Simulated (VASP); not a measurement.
Consider the following.

```yaml
crystal:
  lattice:
    - [0.00000, 3.04552, 3.04552]
    - [3.04552, 0.00000, 3.04552]
    - [3.04552, 3.04552, 0.00000]
  atoms:
    - { symbol: Ba, position: [0.00000, 0.00000, 0.00000] }
    - { symbol: F, position: [0.25000, 0.25000, 0.25000] }
    - { symbol: F, position: [0.75000, 0.75000, 0.75000] }
```

All values below come from LDA (Ceperley-Alder, Perdew-Zunger), VASP's LDA PAW potentials (set 64) (plane waves; VASP). Settings: 520 eV cut-off, 6×6×6 Γ-centred mesh, Gaussian smearing of 0.010 eV, potentials Ba_sv F.

Question: Give the electronic dielectric tensor ε∞ (DFPT, local fields included).

Answer: 
```
2.44  0.00  0.00
0.00  2.44  0.00
0.00  0.00  2.44
```

Question: Give the Born effective charges.

Answer: 
```json
[
 {"atom": "Ba1", "Z*xx": "2.60", "Z*yy": "2.60", "Z*zz": "2.60", "mean": "2.60"},
 {"atom": "F2", "Z*xx": "-1.30", "Z*yy": "-1.30", "Z*zz": "-1.30", "mean": "-1.30"},
 {"atom": "F3", "Z*xx": "-1.30", "Z*yy": "-1.30", "Z*zz": "-1.30", "mean": "-1.30"}
]
```

Question: And the static tensor with the ions free?

Answer: 
```
7.12  0.00  0.00
0.00  7.12  0.00
0.00  0.00  7.12
```

Question: Which frequencies do the optical Γ-point modes have (no LO-TO splitting)?

Answer: 206 (×3), 261 (×3) cm⁻¹.

The compound is BaF2 in the fluorite structure. It was relaxed first, which changed the volume by -5 %.
